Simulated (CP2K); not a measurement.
Runs of CP2K 2026.2 on Ru. It takes space group P6_3/mmc (No. 194, hexagonal). Conventional cell: a = 2.706 Å, b = 2.706 Å, c = 4.282 Å, α = 90.00°, β = 90.00°, γ = 120.00°. Ru (site symmetry -6m2) is surrounded by 12 Ru at 2.65 to 2.71 Å. 

```csv
task,level,potentials or basis,cell,k mesh,smearing,EPS_DEFAULT,k points reduced by the point group,NGRIDS,basis sets,potentials,gap on the mesh (eV),pressure (GPa),relaxed volume (Å³/atom)
band structure,LDA,GTH_POTENTIALS Ru GTH-PADE-q16; TZVP-MOLOPT-PBE-GTH basis,as given,11 × 11 × 6,fermi-dirac 0.0259 eV,1.0E-10,yes,5,Ru TZVP-MOLOPT-PBE-GTH-q16,Ru GTH-PADE-q16 of GTH_POTENTIALS,none,-8.0,-
band structure,PBEsol,POTENTIAL_UZH Ru GTH-PBE-q16; TZVP-MOLOPT-PBE-GTH basis,as given,11 × 11 × 6,fermi-dirac 0.05 eV,1.0E-9,yes,5,Ru TZVP-MOLOPT-PBE-GTH-q16,Ru GTH-PBE-q16 of POTENTIAL_UZH,none,(a),-
relaxation of cell and atoms,PBE,POTENTIAL_UZH Ru GTH-PBE-q16; TZVP-MOLOPT-PBE-GTH basis,relaxed,9 × 9 × 5,fermi-dirac 0.1 eV,1.0E-9,-,4,Ru TZVP-MOLOPT-PBE-GTH-q16,Ru GTH-PBE-q16 of POTENTIAL_UZH,none,0.0,13.88
single point,PBE,POTENTIAL_UZH Ru GTH-PBE-q16; TZVP-MOLOPT-PBE-GTH basis,as given,11 × 11 × 6,fermi-dirac 0.05 eV,1.0E-10,yes,4,Ru TZVP-MOLOPT-PBE-GTH-q16,Ru GTH-PBE-q16 of POTENTIAL_UZH,none,7.4,-
relaxation of cell and atoms,LDA,GTH_POTENTIALS Ru GTH-PADE-q16; TZVP-MOLOPT-PBE-GTH basis,relaxed,9 × 9 × 5,fermi-dirac 0.05 eV,1.0E-9,-,4,Ru TZVP-MOLOPT-PBE-GTH-q16,Ru GTH-PADE-q16 of GTH_POTENTIALS,none,0.0,13.27
band structure,PBE,POTENTIAL_UZH Ru GTH-PBE-q16; TZVP-MOLOPT-PBE-GTH basis,as given,11 × 11 × 6,fermi-dirac 0.05 eV,1.0E-9,yes,5,Ru TZVP-MOLOPT-PBE-GTH-q16,Ru GTH-PBE-q16 of POTENTIAL_UZH,none,7.4,-
relaxation of cell and atoms,PBEsol,POTENTIAL_UZH Ru GTH-PBE-q16; TZVP-MOLOPT-PBE-GTH basis,relaxed,9 × 9 × 5,fermi-dirac 0.05 eV,1.0E-10,-,4,Ru TZVP-MOLOPT-PBE-GTH-q16,Ru GTH-PBE-q16 of POTENTIAL_UZH,none,0.0,(b)
band structure,r2SCAN,POTENTIAL_UZH Ru GTH-SCAN-q16; TZVP-MOLOPT-SCAN-GTH basis,as given,11 × 11 × 6,fermi-dirac 0.0259 eV,1.0E-9,yes,5,Ru TZVP-MOLOPT-SCAN-GTH-q16,Ru GTH-SCAN-q16 of POTENTIAL_UZH,none,15.2,-
```

Alike in all rows: no spin polarisation.

Question: Estimate the missing entries.

Answer: (a) -2.8; (b) 13.45.

Caveats: the basis of atomic orbitals isn't converged, which shifts pressures, moduli and gaps; the potentials were made for another functional, which shifts forces and pressure (some runs); the printed path begins after the first move (some runs); so large a pressure means that the cell lies far from this level's equilibrium, or that cutoff or potentials fall short (some runs).

A k mesh can miss the band edges, and the runs leave out spin-orbit coupling on Ru.

A gap of «none» marks a metal or a gap under the smearing width.

Not every run made on this cell is shown here.
